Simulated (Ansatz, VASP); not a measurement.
## Two plane-wave programs on MgO

```xyz
2
Lattice="0.0934 2.1351 2.1351 2.1351 0.0934 2.1351 2.2286 2.2286 0.0000" Properties=species:S:1:pos:R:3 pbc="T T T"
Mg    0.0000    0.0000    0.0000
O     2.2286    2.2286    2.1351
```

Change from the starting cell: strain +0.0875 x Voigt [0, 0, 0, 0, 0, 1], atoms carried along.

Alike in both runs: task single point; functional PBE; k mesh 10 × 10 × 10; occupations gaussian, width 0.05 eV; no spin polarisation.

```csv
,VASP,Ansatz
version,VASP 6.6.1,Ansatz 0.2.0
potentials or method,"VASP PAW PBE potentials, release 64 (Mg, O)","scalar-relativistic, plane waves, PAW"
plane-wave cutoff (eV),520,420
valence electrons in the cell,8,16
```

```csv
,VASP,Ansatz,Ansatz less VASP
gap on the k mesh at the Fermi level (eV),3.92,3.94,+0.020
least direct gap on the mesh (eV),3.92,3.94,+0.020
pressure (GPa),-2.1,-1.3,+0.75
largest component of the traceless stress (GPa),12.41,12.32,-0.088
```

The functional is the same, so the differences come from potentials, cutoffs and numerics. The two sets of potentials don't hold the same shells in valence.
